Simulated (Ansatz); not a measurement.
Runs of Ansatz 0.2.0 on Co. The structure is hexagonal, space group P6_3/mmc (No. 194). The conventional cell has a = 2.472 Å, b = 2.472 Å, c = 4.021 Å, α = 90.00°, β = 90.00°, γ = 120.00°. Around Co (site symmetry -6m2) lie 12 Co at 2.47 Å. 

```csv
task,level,potentials or basis,cutoff (eV),points for each segment of the path,gap on the mesh (eV),pressure (GPa),moment (μB)
band structure,revPBE,Ansatz PAW,420,14,none,9.2,3.23
single point,PBE,Ansatz PAW,250,-,none,20.7,3.24
band structure,PBE,Ansatz PAW earlier set,1000,14,none,(b),3.21
band structure,r2SCAN,Ansatz PAW,500,14,none,0.3,(a)
```

Alike in all rows: spin collinear, ferromagnetic start; cell as given; k mesh 12 × 12 × 7; smearing fermi-dirac 0.05 eV.

Q: Fill in the values left out.

A: (a) 3.56; (b) 4.6.

Caveats: the PAW data sets come from PBE, with cores solved anew for the run's functional, which leaves a small shift of forces and pressure (some runs); so large a pressure means that the cell lies far from this level's equilibrium, or that cutoff or potentials fall short (some runs); the pressure holds a Pulay correction of +386.5 GPa for the finite cutoff (some runs); the cutoff lies under the one recommended for these potentials (some runs); the magnetic or orbital state may not be the lowest (some runs).

A gap of «none» marks a metal or a gap under the smearing width.
